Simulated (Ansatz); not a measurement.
The system is HfC.

```
CELL_PARAMETERS angstrom
0.00000 2.32500 2.32500
2.32500 0.00000 2.32500
2.32500 2.32500 0.00000
ATOMIC_POSITIONS crystal
Hf 0.50000 0.50000 0.50000
C 0.00000 0.00000 0.00000
```

Program: Ansatz 0.2.0. Alike in all runs: cell as given. Hardware: 1 thread of Arm Neoverse V2, on a shared host.

**Question.** Order these runs on this cell by their wall time, lowest first.
A. task single point; level PBE; potentials or basis all-electron LAPW, scalar-relativistic; spin off; k mesh 7 × 7 × 7; cutoff (eV) 255; smearing fermi-dirac 0.04 eV; basis error allowed 0.004 eV/atom
B. task band structure; level LDA; potentials or basis all-electron LAPW, relativistic spinors; spin SOC, no magnetisation; k mesh 7 × 7 × 7; cutoff (eV) 303; smearing fermi-dirac 0.05 eV; basis error allowed 0.001 eV/atom
C. task single point; level PBE; potentials or basis all-electron LAPW, scalar-relativistic; spin off; k mesh 10 × 10 × 10; cutoff (eV) 303; smearing gaussian 0.011 eV; basis error allowed 0.001 eV/atom

**Answer.** A (3.4 s), C (10 s), B (68 s).

Caveats: the k mesh is thin for a metal, which can move the energy by tens of meV per atom (some runs).
